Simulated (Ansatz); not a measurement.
One crystal and one scan (frozen-phonon scan) at two levels, r2SCAN (plane waves to 500 eV, PAW, scalar-relativistic; Ansatz, a first-principles code) and PBE (plane waves to 420 eV, PAW, scalar-relativistic; Ansatz), each from its own relaxed cell and on its own mesh. The cell shown is that of r2SCAN.

Starting cell, ZrO2 (fluorite):

```
ZrO2
1.0
    0.00000     2.54457     2.54457
    2.54457     0.00000     2.54457
    2.54457     2.54457     0.00000
Zr O
1 2
Direct
  0.00000   0.00000   0.00000
  0.25000   0.25000   0.25000
  0.75000   0.75000   0.75000
```

The atoms are displaced by Q × the pattern below (from a DFPT mode at Γ, largest move 1; Q in Å), at fixed cell. It is one choice among 3 degenerate patterns.

| atom | x | y | z |
|---|---|---|---|
| Zr1 | 0.000 | 0.000 | -0.351 |
| O2 | 0.000 | 0.000 | 1.000 |
| O3 | 0.000 | 0.000 | 1.000 |

The PAW data are Ansatz's earlier set. This is a high-temperature form of ZrO2. ZrO2 is run without spin polarisation. ZrO2 was relaxed with its symmetry unable to fall. Percentages come from the unrounded values. Both scans cover Q from -0.180 to 0.180 Å.

Results of r2SCAN:

| Item | Value |
|---|---|
| Lattice constant a (Å) | 5.089 |
| Energy at Q = 0.180 Å (meV/cell) | 182.4 |
| Harmonic wavenumber from the curvature (finite differences) (cm⁻¹ (negative: imaginary)) | 241 |
| Space group of the distorted cell | I4mm (No. 107), lowered from Fm-3m |
| Symmetry of the curve | even: the same for both signs |
| Shape of the curve | a single well with its minimum at or next to zero displacement |

Task: Estimate the PBE values.

Result: 
```
quantity                                                                                    PBE     r2SCAN − PBE
----------------------------------------------------------------------------------------  -----  ---------------
Lattice constant a (Å)                                                                    5.116  -0.027 (-0.5 %)
Energy at Q = 0.180 Å (meV/cell)                                                          154.4    +28.0 (+18 %)
Harmonic wavenumber from the curvature (finite differences) (cm⁻¹ (negative: imaginary))    217      +24 (+11 %)
```

r2SCAN gives the higher value for: energy at Q = 0.180 Å; harmonic wavenumber from the curvature. r2SCAN gives the lower value for: lattice constant a. Both give the same space group of the distorted cell: I4mm (No. 107), lowered from Fm-3m.

(For displaced atoms, the force is minus the slope of the energy, and its curvature is a force constant, which sets phonon frequencies.)
